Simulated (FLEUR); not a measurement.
# Fe (c factor at fixed volume 0.94 on the database's cell): from one collinear state to anisotropy, part 2 of 2

Wanted: anisotropy for Fe (c factor at fixed volume 0.94 on the database's cell), with the cost of each step.

FLEUR MaX-R8.1; PBE; all-electron FLAPW, Dirac cores, scalar-relativistic bands.

So far. Step 2 (The magnetic state): After 22 cycles the largest moment stands at 2.40 μB.

This is not the structure that Fe takes at ambient pressure and room temperature (bcc); it is a model or a phase of other conditions.

The database entry behind the starting cell differs from later determinations by our own check (an axis about 0.7 % long against later determinations), so it need not match the best structure at ambient conditions.

## 5. Spin–orbit coupling, moments along [001]

Level of this step: PBE; all-electron FLAPW, Dirac cores, scalar-relativistic bands with spin-orbit coupling (FLEUR).

Spin–orbit coupling ties the spins to the lattice and lets orbital moments form.

A new self-consistent run of the start ferro +, with the moments along z. The k list default-1 (kpts.xml, not shown) is a Γ-centred 28×28×28 mesh.

inp.xml

```
<?xml version="1.0" encoding="UTF-8" standalone="no"?>
<fleurInput fleurInputVersion="0.39">
   <comment>
      Fe
   </comment>
   <calculationSetup>
      <cutoffs Kmax="3.6" Gmax="10.8" GmaxXC="10.8" numbands="36"/>
      <scfLoop itmax="110" minDistance="0.00002" maxIterBroyd="15" imix="Anderson" alpha="0.05" precondParam="0.0" spinf="2.0" sdNocoIR="T"/>
      <coreElectrons ctail="T" frcor="F" kcrel="0" coretail_lmax="0"/>
      <xcFunctional name="pbe" relativisticCorrections="F"/>
      <magnetism jspins="2"/>
      <soc l_soc="T" theta="0.0" phi="0.0" spav="F"/>
      <expertModes spex="0" secvar="F"/>
      <geometryOptimization l_f="F" forcealpha="1.0" forcemix="BFGS" epsdisp="0.00001" epsforce="0.00001"/>
      <ldaU l_linMix="F" mixParam="0.05" spinf="1.0"/>
   </calculationSetup>
   <cell>
      <bzIntegration valenceElectrons="16.0" mode="hist" fermiSmearingEnergy="0.00183747">
         <kPointListSelection listName="default-1"/>
         <xi:include xmlns:xi="http://www.w3.org/2001/XInclude" href="kpts.xml"> </xi:include>
      </bzIntegration>
      <xi:include xmlns:xi="http://www.w3.org/2001/XInclude" href="sym.xml"> </xi:include>
      <bulkLattice scale="1.0">
         <bravaisMatrix>
            <row-1>   -2.8125566054516313     2.8125566054516313     2.5632623099299319</row-1>
            <row-2>    2.8125566054516313    -2.8125566054516313     2.5632623099299319</row-2>
            <row-3>    2.8125566054516313     2.8125566054516313    -2.5632623099299319</row-3>
         </bravaisMatrix>
      </bulkLattice>
   </cell>
   <atomSpecies>
      <species name="Iron (Fe) 2.800" element="Fe" atomicNumber="26">
         <mtSphere radius="2.31" gridPoints="763" logIncrement="0.016"/>
         <atomicCutoffs lmax="8" lnonsphr="6"/>
         <electronConfig flipSpins="F">
            <coreConfig>(1s1/2) (2s1/2) (2p1/2) (2p3/2)</coreConfig>
            <valenceConfig>(3s1/2) (3p1/2) (3p3/2) (4s1/2) (3d3/2) (3d5/2)</valenceConfig>
            <stateOccupation state="(3d3/2)" spinUp="1.4" spinDown="1.0"/>
            <stateOccupation state="(3d5/2)" spinUp="3.0" spinDown="0.6"/>
         </electronConfig>
         <energyParameters s="4" p="4" d="3" f="4"/>
         <lo type="SCLO" l="0" n="3" eDeriv="0"/>
         <lo type="SCLO" l="1" n="3" eDeriv="0"/>
      </species>
   </atomSpecies>
   <atomGroups>
      <atomGroup species="Iron (Fe) 2.800">
         <relPos label="                   1">.0000000000 .0000000000 .0000000000</relPos>
         <force calculate="T" relaxXYZ="TTT"/>
      </atomGroup>
   </atomGroups>
   <output dos="F" band="F" slice="F">
      <bandDOS minEnergy="-.5*Htr" maxEnergy="0.5*Htr" sigma="0.015" storeEVData="T"/>
      <plotting iplot="0" polar="F">
         <plot TwoD="T" vec1="  1.0  0.0  0.0" vec2="  0.0  1.0  0.0" vec3="  0.0  0.0  1.0" zero="  0.0  0.0  0.0" file="plot"/>
      </plotting>
      <moessbauerParams electricFieldGradient="F" isomerShift="F" coreHyperfine="F" valenceHyperfine="F"/>
   </output>
</fleurInput>
```

crystal.txt

```
Fe
&input film=F cartesian=F /
-1.48834086000  1.48834086000  1.35642000000
1.48834086000  -1.48834086000  1.35642000000
1.48834086000  1.48834086000  -1.35642000000
1.8897261246
1.0 1.0 1.0

1
26 0.00000000000  0.00000000000  0.00000000000 : 2.800

&soc 0.0000000 0.0000000 /
&kpt div1=28 div2=28 div3=28 gamma=T /
```

The run is started by

```sh
$ OMP_NUM_THREADS=1 inpgen -f crystal.txt > inpgen.log  # inp.xml is then edited as shown
$ OMP_NUM_THREADS=1 mpirun -n 4 fleur_MPI > fleur.log
```

What it wrote:

```text
[banner, memory and clock lines left out]
Welcome to FLEUR        (www.flapw.de)
      MaX-Release 8.1          (www.max-centre.eu)

 ========== k-point set info ==========
 Selected k-point list: default-1
 k-point list type: mesh
 0 x 0 x 0
 Number of k points: 2860

 [... set-up left out ...]
 Iteration:     1   Distance:      11.01405516 me/bohr^3
 Iteration:     2   Distance:       9.13371208 me/bohr^3
 Iteration:     3   Distance:       6.07393448 me/bohr^3
 Iteration:     4   Distance:       2.68659219 me/bohr^3
 Iteration:     5   Distance:       1.49072484 me/bohr^3
 Iteration:     6   Distance:       0.83244372 me/bohr^3
 Iteration:     7   Distance:       0.63604950 me/bohr^3
 Iteration:     8   Distance:       0.35772752 me/bohr^3
 Iteration:     9   Distance:       0.26976201 me/bohr^3
 Iteration:    10   Distance:       0.03103981 me/bohr^3
 Iteration:    11   Distance:       0.03071836 me/bohr^3
 Iteration:    12   Distance:       0.02058946 me/bohr^3
 Iteration:    13   Distance:       0.01881304 me/bohr^3
 Iteration:    14   Distance:       0.00195462 me/bohr^3
 Iteration:    15   Distance:       0.00088462 me/bohr^3
 Iteration:    16   Distance:       0.00086285 me/bohr^3
 Iteration:    17   Distance:       0.00021076 me/bohr^3
 Iteration:    18   Distance:       0.00017424 me/bohr^3
 Iteration:    19   Distance:       0.00018061 me/bohr^3
 Iteration:    20   Distance:       0.00014024 me/bohr^3
 Iteration:    21   Distance:       0.00004192 me/bohr^3
 Iteration:    22   Distance:       0.00001127 me/bohr^3

 ********************************************************************
 Run finished successfully
 Stop message:
   all done
 ********************************************************************

--- out.xml (last complete iteration) ---
<iteration numberForCurrentRun="   22" overallNumber="   22">
         [... left out ...]
         <bandgap value="0.0002024831" units="eV"/>
         <sumValenceSingleParticleEnergies value="-13.2715626967" units="Htr"/>
         <FermiEnergy value="0.3337790242" units="Htr"/>
         [... left out ...]
         <magneticMomentsInMTSpheres units="muBohr">
            <globalMagMoment atomType="1" vec="0.00000   0.00000   2.40679"/>
         </magneticMomentsInMTSpheres>
         <orbitalMomentsInMTSpheres units="muBohr">
            <globalMagMoment atomType="1" vec="0.00000   0.00000   0.04749"/>
         </orbitalMomentsInMTSpheres>
         [... left out ...]
         <totalEnergy value="    -1272.8023464592" units="Htr">
            <sumOfEigenvalues value="     -735.7695972347">
               <coreElectrons value="-722.4980345379"/>
               <valenceElectrons value="-13.2715626967"/>
            </sumOfEigenvalues>
         [... left out ...]
            <freeEnergy value="-1272.8026805508"/>
            <extrapolationTo0K value="-1272.8025135050"/>
         </totalEnergy>
         <densityConvergence units="me/bohr^3">
            <chargeDensity spin="1" distance="0.0000071597"/>
            <chargeDensity spin="2" distance="0.0000046395"/>
            <overallChargeDensity distance="0.0000043076"/>
            <spinDensity distance="0.0000112702"/>
         </densityConvergence>
      </iteration>
```

Elapsed: 3.6 min, on 4 MPI ranks of Arm Neoverse V2, shared host; peak memory 0.74 GiB.

Numbers from this step:

```yaml
free_energy: -34634.7254 eV
program_s_band_gap_on_this_mesh_in_a_metal_only_a_level_spacing: 2.02e-4 eV
magnetization: 2.346 μB
final_state: ferromagnetic
largest_moment: 2.407 μB
orbital_moment_along_the_spin: 0.04749 μB
```

Orbital moment in the sphere, along the spin axis by atom:

```
atom  orbital moment in the sphere, along the spin axis (μB)
 Fe1                                                  0.0475
```

## 6. Results

| Item | Value |
| --- | --- |
| reference state | ferromagnetic |
| largest sphere moment | 2.40 μB |
| easy direction of those tried | the plane normal to [001] |
| energy along [100] less [001], force theorem | -0.0408 meV a primitive cell |
| orbital moment on the atom of largest spin, along its spin (spin–orbit run) | 0.0475 μB |

In words: By the force theorem the moments prefer the plane normal to [001], with no direction in it resolved; shape anisotropy is not in it. The difference for the second direction goes from -0.048 meV (mesh 19×19×19, 36 states, 2.6 min of CPU time) to -0.041 meV (mesh 28×28×28, 36 states, 8.4 min). On the atom of largest spin the orbital moment is almost quenched. The state was typed, and no other order was converged beside it, so it need not be the ground state.

[Logs and program files are shortened in this print: banners, set-up blocks, solver, clock and traceback lines can be left out without a mark of their own.]

[Logs are printed without paths, hosts, clocks, repeated set-up lines and the standing remarks that a program may print on its own settings, such as how far it seeks lower states.]

[Hosts, paths, dates, database ids (printed as entryN), source tags and the programs' standing remarks are cut or masked in the printed files.]

[Where a cell is said to come from a database of computed structures, the database is the Materials Project.]
